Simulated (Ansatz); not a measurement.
# MoS2: the band gap up the ladder of functionals

The task here is to estimate one member of a computed series from the others.

Program: Ansatz 0.2.0. PAW datasets, plane waves. Computed at 0 K without zero-point motion; spin polarisation is off.

### The cell

The cell was relaxed beforehand with r2SCAN+rVV10.

It is hexagonal, P6_3/mmc (No. 194); a = 3.173 Å, c = 12.436 Å in the conventional setting, 18.07 Å³ an atom. Near Mo stand 6 S at 2.40 Å; near S stand 3 Mo at 2.40 Å.

As a file:

```cif
data_structure
_symmetry_space_group_name_H-M 'P 1'
_symmetry_Int_Tables_number 1
_cell_length_a 3.1730
_cell_length_b 3.1730
_cell_length_c 12.4359
_cell_angle_alpha 90.000
_cell_angle_beta 90.000
_cell_angle_gamma 120.000
_cell_volume 108.43
loop_
_atom_site_label
_atom_site_type_symbol
_atom_site_fract_x
_atom_site_fract_y
_atom_site_fract_z
_atom_site_occupancy
Mo1 Mo 0.33333 0.66667 0.25000 1
Mo2 Mo 0.66667 0.33333 0.75000 1
S1 S 0.33333 0.66667 0.62490 1
S2 S 0.66667 0.33333 0.12490 1
S3 S 0.33333 0.66667 0.87510 1
S4 S 0.66667 0.33333 0.37510 1
```

Set-up of the first run:

Contents of input.yaml:

```yaml
crystal:
  lattice:
    - [3.1730194928, 0.0, 0.0]
    - [-1.5865097464, 2.7479154875, 0.0]
    - [0.0, 0.0, 12.4359059508]
  atoms:
    - { symbol: Mo, position: [0.3333333333, 0.6666666667, 0.25] }
    - { symbol: Mo, position: [0.6666666667, 0.3333333333, 0.75] }
    - { symbol: S, position: [0.3333333333, 0.6666666667, 0.6249005412] }
    - { symbol: S, position: [0.6666666667, 0.3333333333, 0.1249005412] }
    - { symbol: S, position: [0.3333333333, 0.6666666667, 0.8750994588] }
    - { symbol: S, position: [0.6666666667, 0.3333333333, 0.3750994588] }
kpoints:
  mp_grid: { grid: [12, 12, 2] }
  band_path:
    path:
      - [[0.0, 0.0, 0.0], [0.5, 8.637061897156e-18, 0.0], [0.3333333333333, 0.3333333333333, 0.0], [0.0, 0.0, 0.0], [0.0, 0.0, 0.5], [0.5, 8.637061897156e-18, 0.5], [0.3333333333333, 0.3333333333333, 0.5], [0.0, 0.0, 0.5]]
      - [[0.5, 8.637061897156e-18, 0.5], [0.5, 8.637061897156e-18, 0.0]]
      - [[0.3333333333333, 0.3333333333333, 0.5], [0.3333333333333, 0.3333333333333, 0.0]]
    npoints: 10
hamiltonian:
  xc: pbe
scf:
  occupations: { method: fermi_dirac, width: 0.02 }
  n_extra_bands: 5
output:
  forces: true
  stress: true
  eigenvalues: true
  write_density: true
  write_potential: true
  elf: true
  volumetric_format: npy
```

The run is started by

```bash
> ansatz run input.yaml --threads 2 --pin off --max-ram 29491MiB --backend cpu --events-out ev --progress --plain --runs-dir out
```

Among the steps run: PBE band path; r2SCAN at the same geometry; HSE06 at the same geometry; Single point with PBE+SOC; PBE0; Single point with LDA; DDH-PBE0 at the same geometry; r2SCANh.

One table of the session follows, with a row left open; its other results are not shown here.

```
   level  gap (eV)
     PBE      0.94
  r2SCAN      1.03
   HSE06      1.48
 PBE+SOC      0.92
    PBE0         ?
     LDA      0.85
DDH-PBE0      1.32
 r2SCANh      1.50
```

Estimate the missing values for PBE0.

As computed: gap (eV): 2.13. In the column «gap (eV)» it is the highest.

Meshes: PBE 12×12×2, r2SCAN 12×12×2, HSE06 6×6×2, PBE+SOC 12×12×2, PBE0 6×6×2, LDA 12×12×2, DDH-PBE0 6×6×2, r2SCANh 6×6×2

To keep in mind: Warnings in the runs' records: stress exchange threshold loose, stress scf threshold loose.
